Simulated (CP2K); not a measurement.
The system is GaP.

```
Ga P
1.0
     3.85409    0.00000    0.00000
     1.92704    3.33774    0.00000
     1.92704    1.11258    3.14685
Ga P
1 1
Cartesian
  0.0000 0.0000 0.0000
  5.7811 3.3377 2.3601
```

Base run:

| Quantity | Value |
| --- | --- |
| Program | CP2K 2026.2 |
| Functional | PBE |
| Potentials or basis | POTENTIAL_UZH Ga GTH-PBE-q13, P GTH-PBE-q5; TZVP-MOLOPT-PBE-GTH basis |
| Density cutoff | 9184 eV |
| k mesh | 8 × 8 × 8 |
| Occupations | fermi-dirac, width 0.05 eV |
| Spin | no spin polarisation |

Its results: band gap on the k mesh 1.66 eV, indirect (least direct gap 1.78 eV); pressure 3.0 GPa.

Q: The run is repeated on the same cell with these changes: functional from PBE to revPBE. What comes out?

A: Band gap on the k mesh 1.73 eV, indirect (least direct gap 1.84 eV); pressure 4.1 GPa.

revPBE binds less tightly than PBE, so the same cell stands under more pressure.

Caveats: the basis of atomic orbitals isn't converged, which shifts pressures, moduli and gaps; the potentials were made for another functional, which shifts forces and pressure (some runs).

A k mesh can miss the band edges.
